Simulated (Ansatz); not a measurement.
# BN: a line through an energy map, part 2 of 2

How does the energy of BN (F-43m, No. 216; 2 atoms in the cell) vary with volume per atom, at length along [111] over the lengths across it = 1.041?

Ansatz 0.2.0; DFT PBE, scalar-relativistic, plane waves, PAW.

## Step 8: Point (6.188 Å³, 1.041)

input.yaml reads:

```yaml
crystal:
  lattice:
    - [0.0, 1.8114785333, 1.8114785333]
    - [1.8114785333, 0.0, 1.8114785333]
    - [1.8609922798, 1.8609922798, -0.0495137466]
  atoms:
    - { symbol: B, position: [0.0, 0.0, 0.0] }
    - { symbol: "N", position: [0.75, 0.75, 0.75] }
basis:
  ecutwfc: 520.0
kpoints:
  mp_grid: { grid: [12, 12, 12] }
hamiltonian:
  xc: pbe
  pseudopotentials: { kind: paw, azcp: { folder: soft_1 } }
scf:
  occupations: { method: gaussian, width: 0.05 }
output:
  forces: true
  stress: true
  eigenvalues: true
```

Run with:

```bash
> ansatz run input.yaml --threads 1 --pin off --max-ram 2048MiB --backend cpu --events-out ev --progress --plain --runs-dir out
```

The log of the run:

```text
Warning: RAYON_NUM_THREADS=1 ignored (pool sized by the plan → 1); use --threads N
Engine: ansatz 0.2.0, aarch64-unknown-linux-gnu
Pseudopotentials: kind: paw
Pseudopotential: B, paw, valence charge 3, recommended cutoff 420 eV (normal), <dir>
Pseudopotential: N, paw, valence charge 5, recommended cutoff 420 eV (normal), <dir>
Functional definition: PBE
  parameter kappa = 0.804
  parameter beta = 0.06672455060314922
  exchange = pbe_x(kappa = kappa, mu = beta*pi^2/3)
  correlation = pbe_c(beta = beta)
Crystal: 2 atoms, lattice volume = 12.376 Å³
Basis set: ecut = 520 eV, 333 PW (Γ), exchange–correlation on 40×40×40 points (8 copies of the dense FFT grid, shifted against one another)
Bands: 8, of which v1, the nominal top of the filled ones, is band 4 counted from 1 (3 counted from 0)
Symmetry: 6 space group operations
Space group: R3m (ITA 160), of the structure as read, at distance tolerance 2.3e-5 Å
k-points: 189 of 1728 (time reversal used)
Non-local potential: B, projectors of the file, l = 0: 2, l = 1: 2, l = 2: 1
Non-local potential: N, projectors of the file, l = 0: 2, l = 1: 2, l = 2: 1
PAW form: soft (Blöchl's): semilocal exchange-correlation on the pseudo side does not see the compensation charge
PAW one-centre angular grid: B, 110 points (default); XC on 64 Gauss nodes
PAW one-centre angular grid: N, 110 points (default); XC on 64 Gauss nodes
Initial density: superposition of atomic densities (chi_scale 0.1, normalization cell, long waves kept (reshape's long-wave potential 0.00 eV rms))
Initial wavefunctions: pseudopotential atomic-orbital guess
Functional: x = pbe(κ = 0.804, μ = 0.2195149727645171), c = pbe(β = 0.06672455060314922)
SCF iter   1: F=—  HF=-542.822904 eV  |F-HF|=—  |Δ(HF+E_count)|=         —  Δρ=1.36e-1  dr2=1.91e0  ethr=3.10e-3  ⟨swp⟩=4.3  Hψ=9636  notcnv=0
preconditioner: auto → none  [insulator: Δε(μ)=5.566 eV  Ē_g=19.646 eV  σ=0.050 eV  W_gap=1.00  n_scr=0 (ndim 8)  ℏωp=29.9 eV  f_vac=0.000  D(μ)=0.00/eV (n_scr^D=0)  ε∞_Penn≈3.3]
SCF iter   2: F=—  HF=-542.285645 eV  |F-HF|=—  |Δ(HF+E_count)|=   5.37e-1  Δρ=6.32e-2  dr2=2.73e-1  ethr=3.10e-3  ⟨swp⟩=2.0  Hψ=4495  notcnv=0
SCF iter   3: F=—  HF=-542.233078 eV  |F-HF|=—  |Δ(HF+E_count)|=   5.26e-2  Δρ=2.31e-2  dr2=3.95e-2  ethr=3.10e-3  ⟨swp⟩=3.0  Hψ=2834  notcnv=0
SCF iter   4: F=—  HF=-542.229856 eV  |F-HF|=—  |Δ(HF+E_count)|=   3.22e-3  Δρ=3.94e-3  dr2=8.87e-4  ethr=4.93e-4  ⟨swp⟩=3.0  Hψ=2987  notcnv=0
SCF iter   5: F=—  HF=-542.230105 eV  |F-HF|=—  |Δ(HF+E_count)|=   2.49e-4  Δρ=3.25e-4  dr2=4.42e-6  ethr=1.11e-5  ⟨swp⟩=2.0  Hψ=2251  notcnv=0
SCF iter   6: F=—  HF=-542.230113 eV  |F-HF|=—  |Δ(HF+E_count)|=   7.31e-6  Δρ=2.44e-5  dr2=2.21e-8  ethr=1.25e-9  ⟨swp⟩=4.2  Hψ=8950  notcnv=0
SCF iter   7: F=-542.230113 eV  HF=-542.230113 eV  |F-HF|=6.98e-11  |Δ(HF+E_count)|=   5.62e-8  Δρ=3.01e-6  dr2=6.90e-10  ethr=2.76e-10  ⟨swp⟩=2.0  Hψ=4996  notcnv=0
SCF 1 converged in 7 iterations: F = -542.230113 eV  dr2 = 6.90e-10
SCF converged after 7 iterations
Free energy (F): -542.230113 eV
Harris-Foulkes:  -542.230113 eV  (|F-HF|=6.98e-11)
Internal energy: -542.230113 eV  (E = F + TS)
E sigma→0 (E₀):  -542.230113 eV
Fermi energy:    12.649260 eV
--- Per-component energies (eV) ---
  E_band       = 22.317180
  E_kinetic    = 180.921596
  E_local      = -163.941239  (includes V_loc(G=0)·N_el)
  E_nonlocal   = 42.083753
  E_hartree    = 50.367886
  E_xc         = -92.537923
  E_vxc        = -114.382014  (∫ρ·V_xc dr)
  E_paw        = -206.421436  (= ΣΔE_a)
  E_vpaw       = -23.100333  (= ΣTr[D̂ρ^β])
  E_aug_tail   = -0.000030  (compensation charges beyond the density's cutoff)
  E_ewald      = -352.702719
  E_smearing   = -0.000000  (= −TS)
  E_closure    = -0.000000  (closes the sum)
  Σ components = -542.230113   (vs F -542.230113, Δ=0.00e0)
--- Forces (eV/Å), atoms counted from 1 ---
  atom   1  B     -0.05548750    -0.05548750     0.05548750
  atom   2  N      0.05548108     0.05548108    -0.05548108
  max |Σ_I F_I| component: 6.42e-6 eV/Å
--- Stress (GPa, compression-positive) ---
      -12.823268     -10.482190      10.482190
      -10.482190     -12.823268      10.482190
       10.482190      10.482190     -12.823268
  P = ⅓ Tr σ = -12.8233 GPa (-128.233 kbar)
--- Band table (eV; the first three rows and the last of 189) ---
  k-point 0: bands = ["-9.2841", "10.3090", "10.4909", "10.4909", "17.9726", "19.3846", "19.3846", "20.4267"]
  k-point 1: bands = ["-9.1313", "9.3264", "10.3472", "10.3472", "18.6863", "19.6078", "19.6078", "20.6222"]
  k-point 2: bands = ["-8.6799", "7.2034", "9.9901", "9.9901", "19.7071", "20.1407", "20.1407", "21.4654"]
  k-point 188: bands = ["-4.0947", "1.9118", "4.3638", "6.2077", "19.4767", "21.1107", "25.2400", "26.4429"]
```

Run time: 5.8 s. Hardware: 1 thread of Arm Neoverse N1, shared host; peak memory 0.29 GiB.

On the map this point reads 27 meV/atom.

## Step 9: Grid point (6.426 Å³, 1.041)

input.yaml, as its differences from that of step 8:

```diff
@@ -2,5 +2,5 @@
   lattice:
-    - [0.0, 1.8114785333, 1.8114785333]
-    - [1.8114785333, 0.0, 1.8114785333]
-    - [1.8609922798, 1.8609922798, -0.0495137466]
+    - [0.0, 1.8344110758, 1.8344110758]
+    - [1.8344110758, 0.0, 1.8344110758]
+    - [1.8845516452, 1.8845516452, -0.0501405694]
   atoms:
```

Run with:

```bash
> ansatz run input.yaml --threads 1 --pin off --max-ram 2048MiB --backend cpu --events-out ev --progress --plain --runs-dir out
```

The log of the run:

```text
Warning: RAYON_NUM_THREADS=1 ignored (pool sized by the plan → 1); use --threads N
[... 9 set-up lines as earlier in the session ...]
Crystal: 2 atoms, lattice volume = 12.852 Å³
Basis set: ecut = 520 eV, 333 PW (Γ), exchange–correlation on 40×40×40 points (8 copies of the dense FFT grid, shifted against one another)
Bands: 8, of which v1, the nominal top of the filled ones, is band 4 counted from 1 (3 counted from 0)
[... 2 set-up lines as earlier in the session ...]
k-points: 189 of 1728 (time reversal used)
[... 8 set-up lines as earlier in the session ...]
SCF iter   1: F=—  HF=-542.716412 eV  |F-HF|=—  |Δ(HF+E_count)|=         —  Δρ=1.29e-1  dr2=1.80e0  ethr=3.10e-3  ⟨swp⟩=4.3  Hψ=9597  notcnv=0
preconditioner: auto → none  [insulator: Δε(μ)=5.467 eV  Ē_g=19.112 eV  σ=0.050 eV  W_gap=1.00  n_scr=0 (ndim 8)  ℏωp=29.3 eV  f_vac=0.000  D(μ)=0.00/eV (n_scr^D=0)  ε∞_Penn≈3.3]
SCF iter   2: F=—  HF=-542.230647 eV  |F-HF|=—  |Δ(HF+E_count)|=   4.86e-1  Δρ=6.23e-2  dr2=2.79e-1  ethr=3.10e-3  ⟨swp⟩=2.0  Hψ=4494  notcnv=0
SCF iter   3: F=—  HF=-542.179395 eV  |F-HF|=—  |Δ(HF+E_count)|=   5.13e-2  Δρ=2.60e-2  dr2=4.50e-2  ethr=3.10e-3  ⟨swp⟩=2.0  Hψ=2275  notcnv=0
SCF iter   4: F=—  HF=-542.174624 eV  |F-HF|=—  |Δ(HF+E_count)|=   4.77e-3  Δρ=1.03e-3  dr2=6.49e-5  ethr=5.63e-4  ⟨swp⟩=2.0  Hψ=2268  notcnv=0
SCF iter   5: F=—  HF=-542.174729 eV  |F-HF|=—  |Δ(HF+E_count)|=   1.05e-4  Δρ=2.80e-4  dr2=2.89e-6  ethr=8.12e-7  ⟨swp⟩=2.0  Hψ=2264  notcnv=0
SCF iter   6: F=-542.174735 eV  HF=-542.174735 eV  |F-HF|=1.20e-8  |Δ(HF+E_count)|=   6.06e-6  Δρ=2.35e-5  dr2=3.22e-8  ethr=1.25e-9  ⟨swp⟩=4.0  Hψ=8311  notcnv=0
SCF 1 converged in 6 iterations: F = -542.174735 eV  dr2 = 3.22e-8
SCF converged after 6 iterations
Free energy (F): -542.174735 eV
Harris-Foulkes:  -542.174735 eV  (|F-HF|=1.20e-8)
Internal energy: -542.174735 eV  (E = F + TS)
E sigma→0 (E₀):  -542.174735 eV
Fermi energy:    12.051962 eV
--- Per-component energies (eV) ---
  E_band       = 19.159119
  E_kinetic    = 178.807460
  E_local      = -167.814771  (includes V_loc(G=0)·N_el)
  E_nonlocal   = 41.970502
  E_hartree    = 51.367541
  E_xc         = -92.000806
  E_vxc        = -113.675107  (∫ρ·V_xc dr)
  E_paw        = -206.211150  (= ΣΔE_a)
  E_vpaw       = -22.865059  (= ΣTr[D̂ρ^β])
  E_aug_tail   = -0.000039  (compensation charges beyond the density's cutoff)
  E_ewald      = -348.293473
  E_smearing   = -0.000000  (= −TS)
  E_closure    = -0.000000  (closes the sum)
  Σ components = -542.174735   (vs F -542.174735, Δ=0.00e0)
--- Forces (eV/Å), atoms counted from 1 ---
  atom   1  B     -0.09588295    -0.09588295     0.09588295
  atom   2  N      0.09598741     0.09598741    -0.09598741
  max |Σ_I F_I| component: 1.04e-4 eV/Å
--- Stress (GPa, compression-positive) ---
      -24.105411      -9.477900       9.477900
       -9.477900     -24.105411       9.477900
        9.477900       9.477900     -24.105411
  P = ⅓ Tr σ = -24.1054 GPa (-241.054 kbar)
--- Band table (eV; the first three rows and the last of 189) ---
  k-point 0: bands = ["-9.4510", "9.7457", "9.9131", "9.9131", "17.1838", "18.6192", "18.6192", "19.3239"]
  k-point 1: bands = ["-9.3031", "8.7860", "9.7753", "9.7753", "17.8989", "18.8333", "18.8333", "19.4922"]
  k-point 2: bands = ["-8.8667", "6.7184", "9.4322", "9.4322", "18.8502", "19.3462", "19.3462", "20.3482"]
  k-point 188: bands = ["-4.4860", "1.6042", "3.9722", "5.8010", "18.7560", "20.1914", "24.1286", "25.3491"]
```

Wall time 4.9 s (1 thread of Arm Neoverse N1, shared host); peak memory 0.29 GiB.

Energy on the map's scale: 54 meV/atom.

## Step 10: Grid point (6.664 Å³, 1.041)

input.yaml, as its differences from that of step 9:

```diff
@@ -2,5 +2,5 @@
   lattice:
-    - [0.0, 1.8344110758, 1.8344110758]
-    - [1.8344110758, 0.0, 1.8344110758]
-    - [1.8845516452, 1.8845516452, -0.0501405694]
+    - [0.0, 1.8567841475, 1.8567841475]
+    - [1.8567841475, 0.0, 1.8567841475]
+    - [1.9075362475, 1.9075362475, -0.0507521]
   atoms:
```

Run with:

```bash
> ansatz run input.yaml --threads 1 --pin off --max-ram 2048MiB --backend cpu --events-out ev --progress --plain --runs-dir out
```

The log of the run:

```text
[... 31 lines left out ...]
SCF 1 converged in 6 iterations: F = -542.088784 eV  dr2 = 1.78e-9
SCF converged after 6 iterations
Free energy (F): -542.088784 eV
Harris-Foulkes:  -542.088784 eV  (|F-HF|=2.19e-9)
Internal energy: -542.088784 eV  (E = F + TS)
E sigma→0 (E₀):  -542.088784 eV
Fermi energy:    11.492724 eV
--- Per-component energies (eV) ---
  E_band       = 16.206483
  E_kinetic    = 176.835751
  E_local      = -171.543454  (includes V_loc(G=0)·N_el)
  E_nonlocal   = 41.883928
  E_hartree    = 52.342178
  E_xc         = -91.492198
  E_vxc        = -113.004829  (∫ρ·V_xc dr)
  E_paw        = -206.018191  (= ΣΔE_a)
  E_vpaw       = -22.649279  (= ΣTr[D̂ρ^β])
  E_aug_tail   = -0.000040  (compensation charges beyond the density's cutoff)
  E_ewald      = -344.096757
  E_smearing   = -0.000000  (= −TS)
  E_closure    = -0.000000  (closes the sum)
  Σ components = -542.088784   (vs F -542.088784, Δ=0.00e0)
--- Forces (eV/Å), atoms counted from 1 ---
  atom   1  B     -0.13167400    -0.13167400     0.13167400
  atom   2  N      0.13168710     0.13168710    -0.13168710
  max |Σ_I F_I| component: 1.31e-5 eV/Å
--- Stress (GPa, compression-positive) ---
      -33.462602      -8.587593       8.587593
       -8.587593     -33.462602       8.587593
        8.587593       8.587593     -33.462602
  P = ⅓ Tr σ = -33.4626 GPa (-334.626 kbar)
--- Band table (eV; the first three rows and the last of 189) ---
  k-point 0: bands = ["-9.6064", "9.2195", "9.3736", "9.3736", "16.4208", "17.8999", "17.8999", "18.3114"]
  k-point 1: bands = ["-9.4633", "8.2802", "9.2412", "9.2412", "17.1442", "18.1055", "18.1055", "18.4483"]
  k-point 2: bands = ["-9.0412", "6.2641", "8.9112", "8.9112", "18.0300", "18.5997", "18.5997", "19.3173"]
  k-point 188: bands = ["-4.8522", "1.3137", "3.6093", "5.4208", "18.0749", "19.3260", "23.0902", "24.3253"]
```

Run time: 5.4 s. Hardware: 1 thread of Arm Neoverse N1, shared host; peak memory 0.29 GiB.

That is 97 meV/atom from the zero.

## Step 11: What came out

The summary covers parts 1 to 2.

| volume per atom (Å³) | step | energy (meV/atom) | slope (meV/atom per Å³) | pressure (GPa) | band gap on the k-mesh (eV) | largest force on an atom (eV/Å) |
| --- | --- | --- | --- | --- | --- | --- |
| 5.236 | 3 | 142 | −380 | 61 | 4.46 | 0.29 |
| 5.474 | 4 | 70 | −231 | 37 | 4.43 | 0.17 |
| 5.712 | 5 | 30 | −107 | 17 | 4.39 | 0.07 |
| 5.950 | 6 | 17 | −5 | 1 | 4.36 | 0.02 |
| 6.188 | 8 | 27 | 80 | −13 | 4.32 | 0.10 |
| 6.426 | 9 | 54 | 150 | −24 | 4.28 | 0.17 |
| 6.664 | 10 | 97 | 209 | −33 | 4.24 | 0.23 |

Energies count from the relaxed crystal. Slopes come from the forces (and the stress, where the cell changes), not from differences of energies.

```csv
run,outcome
"step 7, run with occupations.width 0.005, preconditioner local_kerker (against step 6)",0.0 meV/atom
```

What this shows: The lowest point of the line is at 5.950 Å³, 17 meV/atom from the zero. A fit to energies and slopes at the lowest point and its two neighbours puts the minimum at 5.9619 Å³, with a curvature of about 390 meV/atom per (Å³)². V·d²E/dV² there is about 370 GPa, a bulk modulus under this line's constraint. The well is lopsided: two grid steps out, the energy rises by 53 meV/atom towards smaller values and 37 meV/atom towards larger ones. The highest point computed, at 5.236 Å³, lies 125 meV/atom above the lowest. This is one cut through a surface in two coordinates; the map's lowest point lies off it.

These are semilocal Kohn-Sham gaps, which aren't the measured quantity. Such gaps usually fall short of the measured ones.
